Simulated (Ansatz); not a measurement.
BeO:
```yaml
crystal:
  lattice:
    - [2.70853, 0.00000, 0.00000]
    - [-1.35426, 2.34565, 0.00000]
    - [0.00000, 0.00000, 8.82296]
  atoms:
    - { symbol: Be, position: [0.00000, 0.00000, 0.00082] }
    - { symbol: Be, position: [0.00000, 0.00000, 0.50082] }
    - { symbol: Be, position: [0.66667, 0.33333, 0.75017] }
    - { symbol: Be, position: [0.33333, 0.66667, 0.25017] }
    - { symbol: O, position: [0.00000, 0.00000, 0.81237] }
    - { symbol: O, position: [0.00000, 0.00000, 0.31237] }
    - { symbol: O, position: [0.66667, 0.33333, 0.56228] }
    - { symbol: O, position: [0.33333, 0.66667, 0.06228] }
```

Cartesian axes are those of the cell as given.

Give the high-frequency dielectric tensor and the Born effective charge tensors of the independent atoms from DFPT, PBE (plane waves, PAW; program Ansatz).


ε∞:
```
3.10  0.00  0.00
0.00  3.10  0.00
0.00  0.00  3.13
```
Z* of atom 1 (Be), rows: field, columns: displacement, in e:
```
1.80  0.00  0.00
0.00  1.80  0.00
0.00  0.00  1.88
```
Z* of atom 3 (Be), rows: field, columns: displacement, in e:
```
1.81  0.00  0.00
0.00  1.81  0.00
0.00  0.00  1.79
```
Z* of atom 5 (O), rows: field, columns: displacement, in e:
```
-1.80   0.00   0.00
 0.00  -1.80   0.00
 0.00   0.00  -1.84
```
Z* of atom 7 (O), rows: field, columns: displacement, in e:
```
-1.81   0.00   0.00
 0.00  -1.81   0.00
 0.00   0.00  -1.82
```

Static charges for comparison (Bader): Be1 +1.73, Be3 +1.73, O5 -1.73, O7 -1.73 e. Born charges measure polarisation by displacement and can exceed these by far.

Space group P6_3mc. The cell is a constructed one: a structure type filled with these elements. Its sites differ from those of the usual phase in this space group: another stacking or structure type. Symmetry was held in the PBE relaxation; phonons on a q-mesh show no instability.

Potentials: the later of the program's two PAW sets.
